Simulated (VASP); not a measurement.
A run of VASP 6.6.1 is set up as follows.

The input INCAR:

```
SYSTEM = MgTe
ALGO     = Normal         ! electronic algorithm
EDIFF    = 1E-7           ! SCF threshold, eV
ENCUT    = 520            ! plane-wave cutoff, eV
GGA      = PS             ! functional
ISIF     = 2              ! what is computed and relaxed
ISMEAR   = 0              ! smearing method
LASPH    = .True.         ! aspherical terms in the spheres
LCHARG   = .False.        ! write CHGCAR
LREAL    = .False.        ! projectors in reciprocal space
LWAVE    = .False.        ! write WAVECAR
NELM     = 80             ! most SCF steps
PREC     = Accurate       ! precision mode
SIGMA    = 0.02           ! smearing width, eV
```

KPOINTS

```
k-points
0
Gamma
  7 7 7
  0 0 0
```

The input POSCAR:

```
MgTe
4.5707
    0.000000000000      0.707112438773      0.707112438773
    0.707112438773      0.000000000000      0.707112438773
    0.707112438773      0.707112438773      0.000000000000
Te Mg
1 1
Direct
    0.2500000000      0.2500000000      0.2500000000
    0.0000000000      0.0000000000      0.0000000000
```

Potentials or basis: VASP PAW PBE potentials, release 54 (Te, Mg).

Command:

```console
$ cat potpaw_PBE.54/Te/POTCAR potpaw_PBE.54/Mg/POTCAR > POTCAR
$ mpirun -np 1 vasp_std > vasp.out
```

**Question.** What does it give for the band gap on the k mesh?

**Answer.** 2.30 eV, direct.

**Question.** What does it give for the pressure?

**Answer.** -0.4 GPa.

Caveat: the PAW data sets were made with another functional, which shifts forces and pressure a little; spin-orbit coupling is left out, which moves the levels of the heavy elements. As with any semilocal functional, this PBEsol gap is likely too small.
